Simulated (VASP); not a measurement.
# Sb under changes of volume

One of the cells (26.737 Å³/atom); the others are scaled copies at fixed shape and fractional positions:

```xyz
1
Lattice="-1.8837 1.8837 1.8837 1.8837 -1.8837 1.8837 1.8837 1.8837 -1.8837" Properties=species:S:1:pos:R:3 pbc="T T T"
Sb    0.0000    0.0000    0.0000
```

This isn't the form of Sb at room conditions, which is rhombohedral.

```yaml
Program: VASP 6.6.1
Functional: PBEsol
Potentials_or_basis: VASP PAW PBE potentials, release 64 (Sb)
Cutoff: 520 eV
k_mesh: 10 × 10 × 10
Occupations: fermi-dirac, width 0.05 eV
Spin: no spin polarisation
```

```csv
volume (Å³/atom),energy over the lowest point (meV/atom),pressure (GPa)
24.640,20.27,4.8
25.165,7.57,3.0
25.689,0.28,1.4
26.737,0.00,-1.3
27.262,?,?
27.786,15.90,-3.5
```

Question: What does the run at 27.262 Å³/atom give?

Answer: Energy over the lowest point 6.13 meV/atom; pressure -2.5 GPa.

Worked out: A Birch-Murnaghan fit of order 3 (a polynomial in V^(-2/3)) to the other rows has its minimum at 26.22 Å³/atom with B0 = V·E''(V) = 68 GPa and B' = 3.9. It gives 6.12 meV/atom at 27.262 Å³/atom, against the run's 6.13, and -dE/dV = -2.4 GPa, against -2.5.

Energies are extrapolated to zero smearing.

Caveats: the PAW data sets were made with another functional, which shifts forces and pressure a little.
